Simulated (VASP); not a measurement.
# CO2 (P4_2/mnm) in VASP: further runs, part 2 of 3

VASP 6.6.1.

### 3 Single point, r2SCAN

INCAR reads:

```
PREC = Accurate
ENCUT = 460
EDIFF = 1E-6
ISMEAR = 0
SIGMA = 0.05
LREAL = False
LASPH = True
NELM = 100
ALGO = Normal
ISIF = 2
LWAVE = False
LCHARG = False
METAGGA = R2SCAN
LMIXTAU = True
ADDGRID = False
```

KPOINTS reads:

```
regular mesh
0
Gamma
  3 3 2
```

POSCAR reads:

```
CO2
1.0
    4.2272127900      0.0000000000      0.0000000000
    0.0000000000      4.2272127900      0.0000000000
    0.0000000000      0.0000000000      4.6877715900
O C
4 2
Direct
    0.8048268600      0.8048268600      0.0000000000
    0.1951731400      0.1951731400      0.0000000000
    0.6951731400      0.3048268600      0.5000000000
    0.3048268600      0.6951731400      0.5000000000
    0.0000000000      0.0000000000      0.0000000000
    0.5000000000      0.5000000000      0.5000000000
```

Potentials or basis: VASP PAW PBE potentials, release 64 (O, C).

Started as:

```sh
> cat potpaw_PBE.64/O/POTCAR potpaw_PBE.64/C/POTCAR > POTCAR
> mpirun -np 1 vasp_std > vasp.out
```

OUTCAR:

```text
PREC = Accurate
   ENCUT = 460
   EDIFF = 1E-6
   ISMEAR = 0
   LREAL = False
   LASPH = True
   NELM = 100
   ISIF = 2
   METAGGA = R2SCAN

 Found      6 irreducible k-points:

 Following reciprocal coordinates:
            Coordinates               Weight
  0.000000  0.000000  0.000000      1.000000
  0.333333  0.000000  0.000000      4.000000
  0.333333  0.333333  0.000000      4.000000
  0.000000  0.000000  0.500000      1.000000
  0.333333  0.000000  0.500000      4.000000
  0.333333  0.333333  0.500000      4.000000
   k-points           NKPTS =      6   k-points in BZ     NKDIM =      6   number of bands    NBANDS=     20
   number of dos      NEDOS =    301   number of ions     NIONS =      6
   total plane-waves  NPLWV =  32400
   dimension x,y,z NGX =    30 NGY =   30 NGZ =   36
   dimension x,y,z NGXF=    60 NGYF=   60 NGZF=   72
   ions per type =               4   2
   NGX,Y,Z   is equivalent  to a cutoff of  11.80, 11.80, 12.77 a.u.
   NGXF,Y,Z  is equivalent  to a cutoff of  23.60, 23.60, 25.53 a.u.
 SYSTEM =  unknown system
   PREC   = accura    normal or accurate (medium, high low for compatibility)
   ISTART =      0    job   : 0-new  1-cont  2-samecut
   ICHARG =      2    charge: 1-file 2-atom 10-const
   ISPIN  =      1    spin polarized calculation?
   LNONCOLLINEAR =      F non collinear calculations
   LSORBIT =      F    spin-orbit coupling
   LASPH  =      T    aspherical Exc in radial PAW
   ENCUT  =  460.0 eV  33.81 Ry    5.81 a.u.   7.39  7.39  8.20*2*pi/ulx,y,z
   NELM   =    100;   NELMIN=  2; NELMDL= -5     # of ELM steps
   EDIFF  = 0.1E-05   stopping-criterion for ELM
   LREAL  =      F    real-space projection
   EDIFFG = 0.1E-04   stopping-criterion for IOM
   NSW    =      0    number of steps for IOM
   IBRION =     -1    ionic relax: 0-MD 1-quasi-New 2-CG
   NFREE  =      0    steps in history (QN), initial steepest desc. (CG)
   ISIF   =      2    stress and relaxation
   ISYM   =      2    0-nonsym 1-usesym 2-fastsym
   POTIM  = 0.5000    time-step for ionic-motion
   TEBEG  =    0.0;   TEEND  =   0.0 temperature during run
   PSTRESS=    0.0 pullay stress
   NELECT =      32.0000    total number of electrons
   NUPDOWN=      -1.0000    fix difference up-down
   EMIN   =  10.00;   EMAX   =-10.00  energy-range for DOS
   EFERMI =   0.00;   METHOD = LEGACY
   ISMEAR =     0;   SIGMA  =   0.05  broadening in eV -4-tet -1-fermi 0-gaus
   EFERMI_NEDOS =   21; number of points for ismear=-14 and -15
   IALGO  =     38    algorithm
   IMIX   =      4    mixing-type and parameters
     AMIX     =   0.40;   BMIX     =  1.00
     AMIX_MAG =   1.60;   BMIX_MAG =  1.00
  volume/ion in A,a.u.               =      13.96        94.21
  Fermi-wavevector in a.u.,A,eV,Ry     =   1.187864  2.244737 19.198094  1.411020
  Thomas-Fermi vector in A             =   2.324006
   LORBIT       =      0    0 simple, 1 ext, 2 COOP (PROOUT), +10 PAW based schemes
   METAGGA = R2SCAN    functional components
   LHFCALC =     F    Hartree Fock is set to
   AEXX    =    0.0000 exact exchange contribution
   IVDW    =     0    specifies the selected vdW correction
   LEPSILON=     F    determine dielectric tensor
   LRPA    =     F    only Hartree local field effects (RPA)
 non-spin polarized calculation
 Gauss-broadening in eV      SIGMA  =   0.05
  energy-cutoff  :      460.00
  volume of cell :       83.77
 maximum number of plane-waves:      1905
 NGX is ok and might be reduce to    30
   NGX = 15   NGY = 15   NGZ = 17

 number of electron      31.9999992 magnetization

 Free energy of the ion-electron system (eV)
  ---------------------------------------------------
  ext. energy  EPLUGINS =         0.00000000
  ---------------------------------------------------
  free energy    TOTEN  =       -51.48581847 eV

  energy without entropy =      -51.48581847  energy(sigma->0) =      -51.48581847

 E-fermi :  -3.4038     XC(G=0):  -8.5833

 val. band max:       -3.7291549380   @ k =   0.3333   0.3333   0.0000
 cond. band min:       3.5723365416   @ k =   0.0000   0.0000   0.0000
 fundamental gap:      7.3014914796
 Fermi energy:        -3.4037512767

 k-point     1 :       0.0000    0.0000    0.0000
  band No.  band energies     occupation
      1     -25.6130      2.00000
      2     -25.3155      2.00000
      3     -24.3075      2.00000
      4     -24.3075      2.00000
      5      -9.5247      2.00000
      6      -9.1451      2.00000
[... 12 lines left out ...]
     19       4.9804      0.00000
     20       4.9804      0.00000

 k-point     2 :       0.3333    0.0000    0.0000
  band No.  band energies     occupation
      1     -25.5141      2.00000
      2     -25.3611      2.00000
      3     -24.3359      2.00000
      4     -24.3305      2.00000
      5      -9.3597      2.00000
      6      -9.2335      2.00000
[... 12 lines left out ...]
     19       5.1442      0.00000
     20       5.2122      0.00000

 k-point     3 :       0.3333    0.3333    0.0000
  band No.  band energies     occupation
      1     -25.4469      2.00000
      2     -25.3674      2.00000
      3     -24.3648      2.00000
      4     -24.3614      2.00000
      5      -9.3439      2.00000
      6      -9.2771      2.00000
[... 12 lines left out ...]
     19       5.4346      0.00000
     20       5.5406      0.00000

 k-point     4 :       0.0000    0.0000    0.5000
  band No.  band energies     occupation
      1     -25.4647      2.00000
      2     -25.4647      2.00000
      3     -24.3060      2.00000
      4     -24.3060      2.00000
      5      -9.4752      2.00000
      6      -9.4752      2.00000
[... 12 lines left out ...]
     19       5.1238      0.00000
     20       5.1238      0.00000

 k-point     5 :       0.3333    0.0000    0.5000
  band No.  band energies     occupation
      1     -25.4323      2.00000
      2     -25.4323      2.00000
      3     -24.3379      2.00000
      4     -24.3379      2.00000
      5      -9.3164      2.00000
      6      -9.3164      2.00000
[... 12 lines left out ...]
     19       5.4658      0.00000
     20       5.4658      0.00000

 k-point     6 :       0.3333    0.3333    0.5000
  band No.  band energies     occupation
      1     -25.4034      2.00000
      2     -25.4022      2.00000
      3     -24.3653      2.00000
      4     -24.3634      2.00000
      5      -9.5575      2.00000
      6      -9.3146      2.00000
[... 12 lines left out ...]
     19       5.4347      0.00000
     20       5.4903      0.00000

------------------------ aborting loop because EDIFF is reached ----------------------------------------

  FORCE on cell =-STRESS in cart. coord.  units (eV):
  Direction    XX          YY          ZZ          XY          YZ          ZX
  --------------------------------------------------------------------------------------
  -------------------------------------------------------------------------------------
  Total       -0.1144002     -0.1144002     -0.3687095      0.0000000      0.0000000      0.0000000
  in kB       -2.1880776     -2.1880776     -7.0521283      0.0000000      0.0000000      0.0000000
  external PRESSURE =      -3.8094278 kB  Pullay stress =       0.0000000 kB

 VOLUME and BASIS-vectors are now :
 -----------------------------------------------------------------------------
  energy-cutoff  :      460.00
  volume of cell :       83.77
      direct lattice vectors                 reciprocal lattice vectors
     4.227212790  0.000000000  0.000000000     0.236562494  0.000000000  0.000000000
     0.000000000  4.227212790  0.000000000     0.000000000  0.236562494  0.000000000
     0.000000000  0.000000000  4.687771590     0.000000000  0.000000000  0.213320974

 POSITION                                       TOTAL-FORCE (eV/Angst)
 -----------------------------------------------------------------------------------
      3.40217      3.40217      0.00000        -0.039542     -0.039542     -0.000000
      0.82504      0.82504      0.00000         0.039542      0.039542      0.000000
      2.93864      1.28857      2.34389         0.039542     -0.039542     -0.000000
      1.28857      2.93864      2.34389        -0.039542      0.039542      0.000000
      0.00000      0.00000      0.00000        -0.000000      0.000000      0.000000
      2.11361      2.11361      2.34389        -0.000000      0.000000      0.000000
 -----------------------------------------------------------------------------------
    total drift:                                0.000000      0.000000      0.000000

  FREE ENERGIE OF THE ION-ELECTRON SYSTEM (eV)
  ---------------------------------------------------
  free  energy   TOTEN  =       -51.4858184702 eV

  energy  without entropy=      -51.4858184702  energy(sigma->0) =      -51.48581847
```

OSZICAR:

```text
N       E                     dE             d eps       ncg     rms          rms(c)
DAV:   1     0.167624321670E+03    0.16762E+03   -0.16622E+04   240   0.136E+03
DAV:   2    -0.542119294115E+02   -0.22184E+03   -0.21784E+03   324   0.312E+02
DAV:   3    -0.652274706872E+02   -0.11016E+02   -0.10981E+02   280   0.771E+01
[... 14 lines left out ...]
DAV:  18    -0.514857700234E+02   -0.80870E-03   -0.13836E-04   264   0.155E-01    0.153E-02
DAV:  19    -0.514858183210E+02   -0.48298E-04   -0.21300E-05   284   0.528E-02    0.990E-03
DAV:  20    -0.514858161457E+02    0.21753E-05   -0.78915E-06   272   0.274E-02    0.447E-03
DAV:  21    -0.514858175054E+02   -0.13597E-05   -0.28150E-06   212   0.173E-02    0.221E-03
DAV:  22    -0.514858184702E+02   -0.96481E-06   -0.53441E-07   156   0.818E-03
   1 F= -.51485818E+02 E0= -.51485818E+02  d E =-.279604E-20
```

It took 29 s on 1 thread of Intel Xeon 6975P-C (Granite Rapids), shared host; peak memory 0.17 GiB.

The run converged, but some of its settings lie outside the range that counts as converged, so its numbers aren't taken as properties of the crystal.

Results:

```yaml
Free_energy: -51.4858 eV
Pressure: -0.4 GPa
Largest_force: 0.056 eV/Å
Band_gap_on_the_k_mesh: 7.30 eV, indirect (least direct gap 7.64 eV)
```

Caveat: the k mesh is coarse (spacing up to 0.67 Å⁻¹), so the values aren't converged; the cutoff is under 1.25 times the usual one of these potentials, so pressure, stress and relaxed cells hold a basis-set (Pulay) error; the standard files for N, O and F lose accuracy on very short bonds; the PAW data sets were made with another functional, which shifts forces and pressure a little; an odd mesh through Γ misses points on the zone boundary, where band edges often lie.

(Part 2 of 3 ends here.)
